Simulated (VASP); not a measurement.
Zn:

```
Zn
1.0
     0.00000    1.96478    1.96478
     1.96478    0.00000    1.96478
     1.96478    1.96478    0.00000
Zn
1
Direct
  0.00000 0.00000 0.00000
```

This isn't the form of Zn at room conditions, which is hcp.

```yaml
Program: VASP 6.6.1
Task: relaxation of cell and atoms
Functional: r2SCAN
Potentials_or_basis: VASP PAW PBE potentials, release 64 (Zn)
Cutoff: 600 eV
k_mesh: 10 × 10 × 10
Occupations: fermi-dirac, width 0.05 eV
Spin: no spin polarisation
```

At the start: pressure -4.6 GPa; volume 15.17 Å³/atom.

**Question.** Where does the relaxation end?

**Answer.** Over 3 steps the energy falls by 14.6 meV/atom and the volume is 14.28 Å³/atom (-5.9 %); space group Fm-3m (No. 225, to 0.05 Å).

Step by step:
```csv
step,energy change (eV),largest force (eV/Å),pressure (GPa),volume (Å³)
1,0.0000,0.0000,-4.60,15.17
2,-0.0146,0.0000,0.32,14.23
3,-0.0146,0.0000,0.07,14.28
```

Final structure:
```xyz
1
Lattice="0.0000 1.9254 1.9254 1.9254 0.0000 1.9254 1.9254 1.9254 0.0000" Properties=species:S:1:pos:R:3 pbc="T T T"
Zn    0.0000    0.0000    0.0000
```

Caveat: the PAW data sets were made with another functional, which shifts forces and pressure a little.
